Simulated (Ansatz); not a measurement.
# MnO2 (Pmmn) in Ansatz: relaxation of cell and atoms with PBEsol

Aim: the relaxation of cell and atoms of MnO2 with PBEsol.

All numbers are computed with Ansatz 0.2.0; they aren't measurements. Logs are shortened: lines on timing, memory, paths and dates and some standing lists are left out, and cuts for length are marked.

**1. Starting point**

The structure is orthorhombic, space group Pmmn (No. 59). The conventional cell has a = 2.904 Å, b = 3.845 Å, c = 6.164 Å, α = 90.00°, β = 90.00°, γ = 90.00°. Mn (site symmetry mm2) is surrounded by 6 O at 1.83 to 2.05 Å. Around O (site symmetry mm2) lie 2 Mn at 1.83 Å. O (site symmetry mm2) is surrounded by 4 Mn at 1.98 to 2.05 Å.

Measurements of this composition are mostly on another form, of space group No. 136.

**2. Relaxation of cell and atoms, PBEsol, collinear spin, ferromagnetic start**

Input file input.yaml:

```yaml
crystal:
  lattice:
    - [2.904158, 0.0, 0.0]
    - [0.0, 3.84481, 0.0]
    - [0.0, 0.0, 6.164264]
  atoms:
    - { symbol: Mn, position: [0.5, 0.5, 0.3433015], spin: 4.0 }
    - { symbol: Mn, position: [0.0, 0.0, 0.6566985], spin: 4.0 }
    - { symbol: O, position: [0.5, 0.0, 0.8375675] }
    - { symbol: O, position: [0.0, 0.5, 0.1624325] }
    - { symbol: O, position: [0.5, 0.0, 0.4217995] }
    - { symbol: O, position: [0.0, 0.5, 0.5782005] }
hamiltonian:
  xc: pbesol
  pseudopotentials: { kind: paw }
magnetization:
  spin_polarized: true
kpoints:
  mp_grid: { grid: [9, 7, 5] }
scf:
  occupations: { method: fermi_dirac, width: 0.05 }
output:
  forces: true
  stress: true
  eigenvalues: true
  write_density: true
  write_potential: true
  elf: true
  volumetric_format: npy
relax:
  f_tol: 0.01
  max_steps: 40
  cell: { stress_tol: 0.05 }
```

Potentials or basis: Ansatz PAW.

Command:

```console
ansatz run input.yaml --threads 2 --pin off --max-ram 5632MiB --backend cpu --events-out ev --progress --plain --runs-dir out
```

Standard output:

```text
Warning: RAYON_NUM_THREADS=2 ignored (pool sized by the plan → 2); use --threads N
Engine: ansatz 0.2.0, aarch64-unknown-linux-gnu
Pseudopotentials: kind: paw
Pseudopotential: Mn, paw, valence charge 15, recommended cutoff 420 eV (normal), Mn.paw.azcp
Pseudopotential: O, paw, valence charge 6, recommended cutoff 420 eV (normal), O.paw.azcp
Functional definition: PBEsol
  exchange = pbesol_x
  correlation = pbesol_c
Crystal: 6 atoms, lattice volume = 68.830 Å³
Basis set: ecut = 420 eV, 1337 PW (Γ), exchange–correlation on 40×54×90 points (8 copies of the dense FFT grid, shifted against one another)
Bands: 38, of which v1, the nominal top of the filled ones, is band 27 counted from 1 (26 counted from 0)
Symmetry: 8 space group operations
Space group: Pmmn (ITA 59), of the structure as read, at distance tolerance 4.1e-5 Å
Magnetic group: BNS 59.405 (UNI 503), of the structure as read, at distance tolerance 4.1e-5 Å
k-points: 60 of 315
Non-local potential: Mn, projectors of the file, l = 0: 3, l = 1: 2, l = 2: 3, l = 3: 1
Non-local potential: O, projectors of the file, l = 0: 2, l = 1: 2, l = 2: 1
PAW form: soft (Blöchl's): semilocal exchange-correlation on the pseudo side does not see the compensation charge
PAW frozen core: Mn, regenerated for the run's functional, and the local potential with it (the file was generated under x = pbe(κ = 0.804, μ = 0.2195149727645171), c = pbe(β = 0.06672455060314922))
PAW frozen core: O, regenerated for the run's functional, and the local potential with it (the file was generated under x = pbe(κ = 0.804, μ = 0.2195149727645171), c = pbe(β = 0.06672455060314922))
PAW one-centre angular grid: Mn, 590 points (default); XC on 64 Gauss nodes
PAW one-centre angular grid: O, 110 points (default); XC on 64 Gauss nodes
Initial density: superposition of atomic densities (chi_scale 0.1, normalization cell, long waves kept (reshape's long-wave potential 0.46 eV rms))
Starting moments: Σ|m| = 8 μB on 2 of 6 sites
Initial wavefunctions: pseudopotential atomic-orbital guess
Functional: x = pbesol(κ = 0.804, μ = 0.12345679012345678), c = pbesol(β = 0.046)
SCF iter   1: F=—  HF=-9978.745847 eV  |F-HF|=—  |Δ(HF+E_count)|=         —  Δρ=7.79e-2 (↑7.79e-2 ↓7.00e-2)  dr2=1.75e1  dr2_m=5.42e-1  M=6.000 μB ∫|m|=7.359 μB  β_m=0.30  ethr=3.10e-3  ⟨swp⟩=6.3  Hψ=18013  notcnv=0
Mixer restart at iter 1: flushing history
preconditioner: auto → Kerker (q_TF=auto, 2.620 Å⁻¹)  [metal: Δε(μ)=0.005 eV  Ē_g=12.006 eV  σ=0.050 eV  W_gap=0.02  n_scr=20 (ndim 8)  ℏωp=27.6 eV  f_vac=0.088  D(μ)=2.43/eV (n_scr^D=16)]
spin=Collinear: Kerker preconditioning applied to the charge; magnetization (m = ρ↑ − ρ↓) channel mixes plain (no charge-response kernel on spin).
SCF iter   2: F=—  HF=-9979.570513 eV  |F-HF|=—  |Δ(HF+E_count)|=   8.25e-1  Δρ=3.87e-2 (↑3.19e-2 ↓3.87e-2)  dr2=2.54e0  dr2_m=4.38e-1  M=6.000 μB ∫|m|=6.956 μB  β_m=0.35  ethr=3.10e-3  ⟨swp⟩=3.4  Hψ=10171  notcnv=0  defer=279
SCF iter   3: F=—  HF=-9979.814254 eV  |F-HF|=—  |Δ(HF+E_count)|=   2.44e-1  Δρ=2.73e-2 (↑2.25e-2 ↓2.73e-2)  dr2=1.55e0  dr2_m=2.46e-1  M=6.000 μB ∫|m|=6.760 μB  β_m=0.36  ethr=3.10e-3  ⟨swp⟩=2.0  Hψ=5955  notcnv=0  defer=323
SCF iter   4: F=—  HF=-9979.900072 eV  |F-HF|=—  |Δ(HF+E_count)|=   8.58e-2  Δρ=1.76e-2 (↑1.76e-2 ↓1.36e-2)  dr2=4.93e-1  dr2_m=1.03e-1  M=6.000 μB ∫|m|=6.514 μB  β_m=0.64  ethr=2.88e-3  ⟨swp⟩=2.1  Hψ=5722  notcnv=0  defer=326
SCF iter   5: F=—  HF=-9979.840773 eV  |F-HF|=—  |Δ(HF+E_count)|=   5.93e-2  Δρ=9.72e-3 (↑9.72e-3 ↓5.57e-3)  dr2=1.65e-1  dr2_m=1.32e-2  M=6.000 μB ∫|m|=6.281 μB  β_m=0.68  ethr=9.13e-4  ⟨swp⟩=3.0  Hψ=8083  notcnv=0  defer=357
SCF iter   6: F=—  HF=-9979.857615 eV  |F-HF|=—  |Δ(HF+E_count)|=         —  Δρ=3.43e-3 (↑3.43e-3 ↓2.17e-3)  dr2=3.30e-2  dr2_m=8.89e-4  M=6.000 μB ∫|m|=6.249 μB  β_m=0.68  ethr=3.06e-4  ⟨swp⟩=2.9  Hψ=8142  notcnv=0  defer=360
Mixer restart at iter 6: flushing history
SCF iter   7: F=—  HF=-9979.859536 eV  |F-HF|=—  |Δ(HF+E_count)|=   1.92e-3  Δρ=1.22e-3 (↑1.22e-3 ↓1.16e-3)  dr2=1.61e-2  dr2_m=5.79e-5  M=6.000 μB ∫|m|=6.244 μB  β_m=0.75  ethr=6.12e-5  ⟨swp⟩=2.1  Hψ=6499  notcnv=0  defer=366
SCF iter   8: F=—  HF=-9979.861085 eV  |F-HF|=—  |Δ(HF+E_count)|=   1.55e-3  Δρ=1.12e-3 (↑1.12e-3 ↓8.24e-4)  dr2=9.94e-3  dr2_m=5.75e-5  M=6.000 μB ∫|m|=6.246 μB  β_m=0.87  ethr=2.99e-5  ⟨swp⟩=2.3  Hψ=6160  notcnv=0  defer=366
SCF iter   9: F=—  HF=-9979.861800 eV  |F-HF|=—  |Δ(HF+E_count)|=   7.16e-4  Δρ=8.57e-4 (↑8.57e-4 ↓5.62e-4)  dr2=8.92e-4  dr2_m=2.85e-5  M=6.000 μB ∫|m|=6.244 μB  β_m=0.93  ethr=1.84e-5  ⟨swp⟩=2.0  Hψ=7053  notcnv=0  defer=367
SCF iter  10: F=—  HF=-9979.861954 eV  |F-HF|=—  |Δ(HF+E_count)|=   1.53e-4  Δρ=1.57e-4 (↑1.36e-4 ↓1.57e-4)  dr2=3.27e-5  dr2_m=5.36e-6  M=6.000 μB ∫|m|=6.246 μB  β_m=0.93  ethr=1.65e-6  ⟨swp⟩=2.3  Hψ=8344  notcnv=0  defer=367
SCF iter  11: F=—  HF=-9979.861929 eV  |F-HF|=—  |Δ(HF+E_count)|=   2.45e-5  Δρ=5.53e-5 (↑5.53e-5 ↓3.46e-5)  dr2=3.29e-6  dr2_m=3.00e-7  M=6.000 μB ∫|m|=6.247 μB  β_m=0.96  ethr=6.06e-8  ⟨swp⟩=2.0  Hψ=6666  notcnv=0  defer=367
SCF iter  12: F=—  HF=-9979.861933 eV  |F-HF|=—  |Δ(HF+E_count)|=   3.74e-6  Δρ=3.15e-5 (↑3.15e-5 ↓2.27e-5)  dr2=2.32e-6  dr2_m=3.76e-8  M=6.000 μB ∫|m|=6.247 μB  β_m=0.98  ethr=6.09e-9  ⟨swp⟩=2.1  Hψ=6613  notcnv=0  defer=367
SCF iter  13: F=—  HF=-9979.861933 eV  |F-HF|=—  |Δ(HF+E_count)|=   3.02e-7  Δρ=7.53e-6 (↑7.53e-6 ↓7.31e-6)  dr2=1.20e-7  dr2_m=7.33e-10  M=6.000 μB ∫|m|=6.247 μB  β_m=0.99  ethr=4.29e-9  ⟨swp⟩=2.3  Hψ=6553  notcnv=0  defer=367
SCF iter  14: F=—  HF=-9979.861933 eV  |F-HF|=—  |Δ(HF+E_count)|=   8.00e-8  Δρ=2.37e-6 (↑2.08e-6 ↓2.37e-6)  dr2=2.07e-8  dr2_m=1.21e-10  M=6.000 μB ∫|m|=6.247 μB  β_m=1.00  ethr=2.21e-10  ⟨swp⟩=2.0  Hψ=6584  notcnv=0  defer=367
SCF iter  15: F=-9979.861933 eV  HF=-9979.861933 eV  |F-HF|=1.19e-8  |Δ(HF+E_count)|=   2.41e-8  Δρ=2.81e-6 (↑2.81e-6 ↓2.19e-6)  dr2=1.73e-8  dr2_m=1.78e-10  M=6.000 μB ∫|m|=6.247 μB  ethr=3.84e-11  ⟨swp⟩=12.8  Hψ=29573  notcnv=0
[... 109 lines left out ...]
SCF converged after 7 iterations
Magnetization: 5.9989 μB (29.9994 up, 24.0006 down)
Absolute magnetization: 6.1434 μB (∫|ρ↑−ρ↓|, with the PAW one-centre terms)
Spin contamination: 0.0713 ħ² per cell (⟨S²⟩ above its minimum at these occupations)
Per-site moments (μB) at R_I (Å): [(2.2916234105763476, 0.7335492786403268), (2.291623410576347, 0.7335492786403264), (0.1642473979612868, 0.7335492786403264), (0.164247397961287, 0.7335492786403268), (0.03370184051527205, 0.7952165263687923), (0.03370184051527237, 0.7952165263687924)]
Free energy (F): -9980.108531 eV
Harris-Foulkes:  -9980.108531 eV  (|F-HF|=1.82e-11)
Internal energy: -9980.104055 eV  (E = F + TS)
E sigma→0 (E₀):  -9980.106293 eV
Entropy (-TS):   -0.004476 eV (-0.746 meV/atom)
Fermi energy:    8.415292 eV
--- Per-component energies (eV) ---
  E_band       = -728.349460
  E_kinetic    = 1298.049225
  E_local      = -7548.382784  (includes V_loc(G=0)·N_el)
  E_nonlocal   = 672.423825
  E_hartree    = 3115.131527
  E_xc         = -515.294779
  E_vxc        = -661.657292  (∫ρ·V_xc dr)
  E_paw        = -3139.839498  (= ΣΔE_a)
  E_vpaw       = -719.055216  (= ΣTr[D̂ρ^β])
  E_aug_tail   = 0.009561  (compensation charges beyond the density's cutoff)
  E_ewald      = -3862.681585
  E_core_change = 0.480452  (= ΣΔE_core)
  E_smearing   = -0.004476  (= −TS)
  E_closure    = 0.000000  (closes the sum)
  Σ components = -9980.108531   (vs F -9980.108531, Δ=0.00e0)
--- Forces (eV/Å), atoms counted from 1 ---
  atom   1  Mn     0.00000000     0.00000000     0.00754208
  atom   2  Mn    -0.00000000    -0.00000000    -0.00754208
  atom   3  O     -0.00000000    -0.00000000     0.00148031
  atom   4  O      0.00000000     0.00000000    -0.00148031
  atom   5  O     -0.00000000     0.00000000    -0.00671617
  atom   6  O      0.00000000    -0.00000000     0.00671617
  max |Σ_I F_I| component: 1.73e-18 eV/Å
--- Stress (GPa, compression-positive) ---
       -0.012026      -0.000000      -0.000000
       -0.000000       0.010200      -0.000000
       -0.000000      -0.000000      -0.040487
  P = ⅓ Tr σ = -0.0141 GPa (-0.141 kbar)
--- Band table (eV; the first three rows and the last of 120) ---
  k-point 0 ↑: bands = ["-73.3440", "-73.3350", "-42.2046", "-42.1855", "-42.1656", "-42.1405", "-42.1362", "-42.1191", "-12.2521", "-10.3189", "-9.8518", "-9.7252", "0.5944", "1.4882", "1.6629", "2.0840", "2.6222", "3.8208", "4.2819", "4.3412", "4.7484", "4.9505", "5.0265", "5.5198", "5.9251", "6.3204", "6.9757", "7.2906", "8.1693", "8.5337", "8.9866", "9.1391", "10.6947", "11.0802", "14.5957", "17.8488", "18.9821", "21.0633"]
  k-point 1 ↑: bands = ["-73.3440", "-73.3350", "-42.2046", "-42.1855", "-42.1656", "-42.1405", "-42.1362", "-42.1191", "-12.2451", "-10.3202", "-9.9522", "-9.6311", "0.5942", "1.4579", "1.7383", "2.0921", "2.6060", "3.8466", "4.1818", "4.4597", "4.7665", "4.9137", "4.9386", "5.5200", "5.9249", "6.3138", "6.9418", "7.3441", "8.1072", "8.5897", "8.8509", "9.2360", "10.6562", "11.1136", "14.8834", "17.4242", "19.2667", "21.0686"]
  k-point 2 ↑: bands = ["-73.3440", "-73.3350", "-42.2046", "-42.1854", "-42.1656", "-42.1405", "-42.1362", "-42.1191", "-12.2337", "-10.3234", "-10.0428", "-9.5498", "0.5942", "1.4437", "1.8237", "2.1063", "2.5793", "3.9257", "4.1110", "4.5663", "4.6970", "4.7962", "4.9148", "5.5203", "5.9246", "6.3027", "6.9099", "7.4032", "8.0291", "8.6584", "8.7261", "9.3059", "10.6037", "11.1581", "15.6221", "16.5608", "19.7721", "20.8264"]
  k-point 59 ↓: bands = ["-70.2866", "-70.2862", "-39.4839", "-39.4831", "-39.1279", "-39.1264", "-39.1089", "-39.1079", "-10.4172", "-10.3396", "-9.2036", "-9.1959", "0.7716", "0.8805", "2.8525", "3.0034", "3.2628", "3.5142", "3.8429", "4.2072", "5.4101", "5.4239", "6.0660", "6.1044", "8.8652", "8.8763", "9.4920", "9.5075", "10.3093", "10.3469", "11.2498", "11.3234", "11.7552", "11.8557", "19.8619", "20.0737", "21.0482", "21.7471"]
--- Relaxed structure (6 steps of the walk, 6 accepted, 2 SCFs on fresh bases) ---
  F+E_penalty+E_count = -9980.10853116 eV   max|allowed force component| = 7.542e-3 eV/Å   (the final SCF, on the basis selected at the relaxed cell)
  cell:  # Å, volume = 65.4259 Å³
    - [2.8021971992123933, -1.4245182204708148e-33, 3.83008703935011e-18]
    - [-1.5245471852378383e-33, 3.7451420064219825, 1.8407333148585484e-33]
    - [8.129608531468481e-18, 2.9511903335621827e-33, 6.23423241491374]
  atoms:
    - { symbol: Mn, position: [0.49999999999999994, 0.4999999999999999, 0.3473424617066732] }
    - { symbol: Mn, position: [4.761304523214821e-19, 5.322241062396937e-35, 0.6526575382933268] }
    - { symbol: O, position: [0.49999999999999994, 3.0994227363370408e-34, 0.8283191948005809] }
    - { symbol: O, position: [-1.0896910333336521e-18, 0.4999999999999999, 0.1716808051994189] }
    - { symbol: O, position: [0.49999999999999994, 3.130730036704088e-36, 0.42082838767798664] }
    - { symbol: O, position: [-1.1442230406974735e-19, 0.4999999999999999, 0.5791716123220132] }
```

It took 93 s on 2 threads of Arm Neoverse V2, shared host; peak memory 0.51 GiB.

What came out:

```yaml
Free_energy: -9980.1085 eV
Relaxed_volume: 10.90 Å³/atom
Relaxed_cell: a = 2.802 Å, b = 3.745 Å, c = 6.234 Å, α = 90.00°, β = 90.00°, γ = 90.00°
Space_group_after_relaxing_to_0.05_Å: Pmmn (No. 59)
Energy_gained_by_relaxing: 41.1 meV/atom
Ionic_steps: 8
Pressure_after_relaxing: 0.0 GPa
Largest_force_after_relaxing: 0.008 eV/Å
Band_gap_on_the_k_mesh: none (metal or under the smearing width)
Net_moment: 6.00 μB per cell
Absolute_moment: 6.14 μB per cell
Site_moments: Mn +2.29; O +0.16, +0.03 μB
```

Forces in eV/Å, atoms in the order of the input:
```
Mn   0.000  0.000  0.008
Mn   0.000  0.000 -0.008
O    0.000  0.000  0.001
O    0.000  0.000 -0.001
O    0.000  0.000 -0.007
O    0.000  0.000  0.007
```

The path:
| step | energy change (eV) | largest force (eV/Å) | volume (Å³) |
| --- | --- | --- | --- |
| 1 | 0.0000 | 1.1794 | 68.83 |
| 2 | -0.2025 | 0.6847 | 66.11 |
| 3 | -0.2579 | 0.0844 | 65.11 |
| 4 | -0.2577 | 0.0261 | 65.45 |
| 5 | -0.2569 | 0.0056 | 65.62 |
| 6 | -0.2465 | 0.0061 | 65.62 |
| 7 | -0.2477 | 0.0080 | 65.43 |
| 8 | -0.2466 | 0.0075 | 65.43 |

Final structure:
```xyz
6
Lattice="2.8022 0.0000 0.0000 0.0000 3.7451 0.0000 0.0000 0.0000 6.2342" Properties=species:S:1:pos:R:3 pbc="T T T"
Mn    1.4011    1.8726    2.1654
Mn    0.0000    0.0000    4.0688
O     1.4011    0.0000    5.1639
O     0.0000    1.8726    1.0703
O     1.4011    0.0000    2.6235
O     0.0000    1.8726    3.6107
```

Caveat: the plane-wave basis is chosen anew once the cell has moved, so the energies of steps on either side of that aren't comparable; the pressure holds a Pulay correction of +0.8 GPa for the finite cutoff; semilocal functionals often make such compounds metallic where correlation or magnetic order opens a gap, which also shifts bond lengths; only a ferromagnetic start was run, and an antiferromagnetic order may lie lower in energy; the PAW data sets come from PBE, with cores solved anew for the run's functional, which leaves a small shift of forces and pressure.

**3. For comparison**

An earlier run on the cell as given: functional PBEsol; potentials or basis Ansatz PAW; cutoff 420 eV (not typed: the program's choice for these potentials); k mesh 9 × 7 × 5; occupations fermi-dirac, width 0.05 eV; collinear spin, ferromagnetic start; starting moments [4.0, 4.0, 0.0, 0.0, 0.0, 0.0] μB.

- Pressure: -13.4 GPa
- Largest force: 1.179 eV/Å
- Band gap on the k mesh: none (metal or under the smearing width)
- Net moment: 6.00 μB per cell
- Absolute moment: 6.27 μB per cell
- Site moments: Mn +2.41; O +0.12, -0.00 μB
